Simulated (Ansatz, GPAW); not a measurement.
Given: the input of a run of GPAW 26.7.0 (ASE script) on CoO. 

Contents of run.py:

```python
from ase.dft.bandgap import bandgap
from ase.io import read, write
from ase.units import GPa
from gpaw import GPAW, PW

atoms = read('CoO.xyz')
atoms.set_initial_magnetic_moments([2.0, 0.0])

calc = GPAW(mode=PW(800),
            xc='PBE',
            kpts={'size': (11, 11, 11), 'gamma': True},
            occupations={'name': 'methfessel-paxton', 'order': 0, 'width': 0.02},
            nbands=17,
            convergence={'density': 1e-05, 'energy': 1e-05},
            maxiter=150,
            txt='gpaw.txt')
atoms.calc = calc
energy = atoms.get_potential_energy()
forces = atoms.get_forces()
stress = atoms.get_stress()
calc.write('gs.gpw')
write('result.traj', atoms)
print(f'Energy: {energy:.6f} eV')
print('Forces (eV/A):')
print(forces.round(4))
print('Stress (GPa):', (stress / GPa).round(3))
print('Moments:', calc.get_magnetic_moments().round(3))
print('Fermi level:', round(calc.get_fermi_level(), 4), 'eV')
print(f'Gap: {bandgap(calc)[0]:.4f} eV, direct: {bandgap(calc, direct=True)[0]:.4f} eV')
```

The input CoO.xyz:

```xyz
2
Lattice="0.0000000000 2.1315000000 2.1315000000 2.1315000000 0.0000000000 2.1315000000 2.1315000000 2.1315000000 0.0000000000" Properties=species:S:1:pos:R:3 pbc="T T T"
Co     0.0000000000      0.0000000000      0.0000000000
O      2.1315000000      2.1315000000      2.1315000000
```

Potentials or basis: GPAW PAW data sets (gpaw-data 1.2.1), pw.

Command:

```console
$ OMP_NUM_THREADS=1 python run.py
```

**Question.** What does the same run look like in Ansatz 0.2.0? Potentials or basis there: Ansatz PAW, cutoff 420 eV.

**Answer.** As run (cutoffs and basis follow the program's own potentials, and thresholds, step limits or extra output files can differ):

Contents of input.yaml:

```yaml
crystal:
  lattice:
    - [0.0, 2.1315, 2.1315]
    - [2.1315, 0.0, 2.1315]
    - [2.1315, 2.1315, 0.0]
  atoms:
    - { symbol: Co, position: [0.0, 0.0, 0.0], spin: 2.0 }
    - { symbol: O, position: [0.5, 0.5, 0.5] }
hamiltonian:
  xc: pbe
  pseudopotentials: { kind: paw }
magnetization:
  spin_polarized: true
kpoints:
  mp_grid: { grid: [11, 11, 11] }
scf:
  occupations: { method: gaussian, width: 0.02 }
output:
  forces: true
  stress: true
  eigenvalues: true
  write_density: true
  write_potential: true
  elf: true
  volumetric_format: npy
```

Potentials or basis: Ansatz PAW.

Command:

```console
$ ansatz run input.yaml --threads 2 --pin off --max-ram 5632MiB --backend cpu --events-out ev --progress --plain --runs-dir out
```

Both were run:

|  | GPAW | Ansatz |
| --- | --- | --- |
| Pressure | -1.1 GPa | -1.6 GPa |
| Net moment | 2.99 μB per cell | 2.99 μB per cell |

Ansatz's pressure holds a Pulay term of +0.74 GPa for its cutoff of 420 eV, which the other run lacks.

The potentials hold 15 and 23 valence electrons a cell.

Where Ansatz's input types no cutoff or centring, it takes its own default and a Γ-centred mesh.

The magnetic state is the one that the start led to; the real crystal's order can differ.

Pressure is positive in compression.
